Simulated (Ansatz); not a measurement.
# CdS: a single-point run

Wanted: a converged single-point run for CdS, and a check of what comes out. The structure is shown as the input types it. The cell is built on a prototype (h-MgO type) and needn't be the phase found in nature.

Computed with Ansatz 0.2.0 (density functional or hybrid calculation with the settings of its input, plane waves, unless a step's input says otherwise).

5 further runs of the same task are left out: 2 for a known fault of the program, 3 that didn't finish.

## 1. The structure to begin with

It takes space group P6_3/mmc (No. 194, hexagonal). Conventional cell: a = 4.409 Å, b = 4.409 Å, c = 5.748 Å, α = 90.00°, β = 90.00°, γ = 120.00°. Cd (site symmetry -6m2) has 5 S at 2.55 to 2.87 Å as nearest neighbours. S (site symmetry -6m2) has 5 Cd at 2.55 to 2.87 Å as nearest neighbours.

Coordinates:

```cif
data_structure
_symmetry_space_group_name_H-M 'P6_3/mmc'
_symmetry_Int_Tables_number 194
_cell_length_a 4.4085
_cell_length_b 4.4085
_cell_length_c 5.7481
_cell_angle_alpha 90.000
_cell_angle_beta 90.000
_cell_angle_gamma 120.000
_cell_volume 96.75
loop_
_atom_site_label
_atom_site_type_symbol
_atom_site_symmetry_multiplicity
_atom_site_Wyckoff_symbol
_atom_site_fract_x
_atom_site_fract_y
_atom_site_fract_z
_atom_site_occupancy
Cd1 Cd 2 c 0.33333 0.66667 0.25000 1
S1 S 2 d 0.66667 0.33333 0.25000 1
```

## 2. The calculation

input.yaml

```yaml
crystal:
  lattice:
    - [4.408529629, 0.0, 0.0]
    - [-2.2042648145, 3.8178986521, 0.0]
    - [0.0, 0.0, 5.7481182101]
  atoms:
    - { symbol: Cd, position: [0.3333333333, 0.6666666667, 0.25] }
    - { symbol: Cd, position: [0.6666666667, 0.3333333333, 0.75] }
    - { symbol: S, position: [0.6666666667, 0.3333333333, 0.25] }
    - { symbol: S, position: [0.3333333333, 0.6666666667, 0.75] }
kpoints:
  mp_grid: { grid: [1, 1, 8] }
hamiltonian:
  xc: pbe
scf:
  occupations: { method: fixed }
  n_extra_bands: 5
output:
  forces: true
  stress: true
  eigenvalues: true
```

Started as:

```sh
$ ansatz run input.yaml --threads 4 --pin off --max-ram 3686MiB --backend cpu --events-out ev --progress --plain --runs-dir out
```

What happens when this is run?

The program finished normally. It gives a pressure of 20 GPa, which is large; a structure far from rest gives such values too, whatever the setting.

Fixed occupations are right only where a gap separates filled from empty bands at every k-point. This system has one (0.65 eV on the mesh), so they are sound here.

The occupations need no remedy; a run with other occupations serves as a check.
